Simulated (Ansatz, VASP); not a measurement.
## La in VASP and in Ansatz

The input INCAR:

```
ALGO = Normal
EDIFF = 1E-6
ENCUT = 520
GGA = PS
ISIF = 2
ISMEAR = -1
LASPH = True
LCHARG = False
LREAL = False
LWAVE = False
NBANDS = 12
NELM = 80
PREC = Accurate
SIGMA = 0.1
```

KPOINTS

```
k-points
0
Gamma
  12 12 12
```

File POSCAR:

```
La
1.0
   -2.1113328615      2.1113328615      2.1113328615
    2.1113328615     -2.1113328615      2.1113328615
    2.1113328615      2.1113328615     -2.1113328615
La
1
Direct
    0.0000000000      0.0000000000      0.0000000000
```

Input for Ansatz:

```yaml
crystal:
  lattice:
    - [-2.1113328615, 2.1113328615, 2.1113328615]
    - [2.1113328615, -2.1113328615, 2.1113328615]
    - [2.1113328615, 2.1113328615, -2.1113328615]
  atoms:
    - { symbol: La, position: [0.0, 0.0, 0.0] }
hamiltonian:
  xc: pbesol
  pseudopotentials:
    kind: paw
    azcp:
      La: "pseudopotentials/La.paw.azcp"
basis:
  ecutwfc: 420
  fft_grid_basis: typed
kpoints:
  mp_grid: { grid: [12, 12, 12], shift: [0, 0, 0] }
magnetization:
  spin_polarized: false
scf:
  occupations: { method: fermi_dirac, width: 0.1 }
  lower_state_search: "off"
output:
  stress: true
```

Alike in both runs: task single point; functional PBEsol; k mesh 12 × 12 × 12; occupations fermi-dirac, width 0.1 eV; no spin polarisation.

```csv
,VASP,Ansatz
version,VASP 6.6.1,Ansatz 0.2.0
potentials or method,"VASP PAW PBE potentials, release 64 (La)","plane waves (420 eV) with PAW, scalar-relativistic"
plane-wave cutoff (eV),520,420
valence electrons in the cell,11,11
```

```csv
,VASP,Ansatz,Ansatz less VASP
pressure (GPa),-1.8,-1.9,0.00
```

The functional is the same, so the differences come from potentials, cutoffs and numerics. Ansatz warned: «pseudo_functional_mismatch».

Caveats: the PAW data sets were made with another functional, which shifts forces and pressure a little (VASP). Spin-orbit coupling is left out, which matters for the levels of La.
